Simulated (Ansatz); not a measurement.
Ansatz input file:

```yaml
crystal:
  lattice:
    - [2.705376021, 0.0, 0.0]
    - [0.0, 2.705376021, 0.0]
    - [0.0, 0.0, 2.705376021]
  atoms:
    - { symbol: Be, position: [0.0, 0.0, 0.0] }
basis:
  ecutwfc: 420
kpoints:
  mp_grid: { grid: [16, 16, 16] }
hamiltonian:
  xc: pbe
scf:
  occupations: { method: gaussian, width: 0.1 }
output:
  forces: true
  stress: true
  eigenvalues: true
  populations: true
```

It can be run as
```bash
ansatz run input.yaml --threads 1 --pin off --backend cpu --events-out ev --progress --plain --runs-dir out  # memory cap (--max-ram) not shown
```

Computed with DFT PBE, scalar-relativistic, plane waves, PAW in Ansatz 0.2.0.

From the run's log, abridged (iterations and final results):

```
SCF iter   1: F=—  HF=-90.999096 eV  |F-HF|=—  |Δ(HF+E_count)|=         —  Δρ=1.11e-3  dr2=2.40e-4  ethr=1.77e-3  ⟨swp⟩=5.5  Hψ=8367  notcnv=0
SCF iter   2: F=—  HF=-90.999147 eV  |F-HF|=—  |Δ(HF+E_count)|=   5.16e-5  Δρ=5.37e-4  dr2=5.09e-5  ethr=1.20e-5  ⟨swp⟩=1.2  Hψ=2172  notcnv=0
SCF iter   3: F=—  HF=-90.999145 eV  |F-HF|=—  |Δ(HF+E_count)|=   2.11e-6  Δρ=2.96e-5  dr2=8.43e-8  ethr=2.55e-6  ⟨swp⟩=1.8  Hψ=1257  notcnv=0
SCF iter   4: F=-90.999145 eV  HF=-90.999145 eV  |F-HF|=7.47e-10  |Δ(HF+E_count)|=   4.07e-7  Δρ=2.46e-6  dr2=1.33e-9  ethr=4.21e-9  ⟨swp⟩=1.9  Hψ=1259  notcnv=0
SCF iter   5: F=-90.999145 eV  HF=-90.999145 eV  |F-HF|=4.52e-12  |Δ(HF+E_count)|=  8.25e-10  Δρ=1.33e-7  dr2=3.45e-12  ethr=6.66e-11  ⟨swp⟩=1.8  Hψ=1261  notcnv=0
SCF iter   6: F=-90.999145 eV  HF=-90.999145 eV  |F-HF|=4.26e-14  |Δ(HF+E_count)|=  4.69e-12  Δρ=7.24e-9  dr2=1.46e-14  ethr=1.00e-12  ⟨swp⟩=1.0  Hψ=2252  notcnv=0
SCF 1 converged in 6 iterations: F = -90.999145 eV  dr2 = 1.46e-14
SCF converged after 6 iterations
Free energy (F): -90.999145 eV
Harris-Foulkes:  -90.999145 eV  (|F-HF|=4.26e-14)
Internal energy: -90.996166 eV  (E = F + TS)
E sigma→0 (E₀):  -90.997656 eV
Entropy (-TS):   -0.002980 eV (-2.980 meV/atom)
Fermi energy:    1.357463 eV
--- Per-component energies (eV) ---
  E_band       = -2.355237
  E_kinetic    = 12.470471
  E_local      = -2.851311  (includes V_loc(G=0)·N_el)
  E_nonlocal   = 4.761951
  E_hartree    = 0.300823
  E_xc         = -16.140858
  E_vxc        = -16.075520  (∫ρ·V_xc dr)
  E_paw        = -59.333619  (= ΣΔE_a)
  E_vpaw       = -1.262473  (= ΣTr[D̂ρ^β])
  E_aug_tail   =  0.000000  (compensation charges beyond the density's cutoff)
  E_ewald      = -30.203622
  E_smearing   = -0.002980  (= −TS)
--- Forces (eV/Å), atoms counted from 1 ---
  atom   1  Be     0.00000000     0.00000000     0.00000000
--- Stress (GPa, compression-positive) ---
      -15.513449       0.000000       0.000000
        0.000000     -15.513449       0.000000
        0.000000       0.000000     -15.513449
  P = ⅓ Tr σ = -15.5134 GPa (-155.134 kbar)
--- Band table (eV; the first three rows and the last of 165) ---
  k-point 0: bands = ["-5.1242", "9.7332", "9.7332", "9.7332", "14.7868"]
  k-point 1: bands = ["-5.0560", "9.0520", "9.7870", "9.7870", "14.8619"]
  k-point 2: bands = ["-4.8516", "7.6291", "9.9450", "9.9450", "15.0860"]
  k-point 164: bands = ["4.7783", "4.7783", "4.7783", "9.7080", "11.2061"]
--- Löwdin populations: 1 site ---
  site symbol q [e]
     0     Be      1.4435
  spilling = 0.278253 (of n_electrons = 2.000000)
```

The run converged.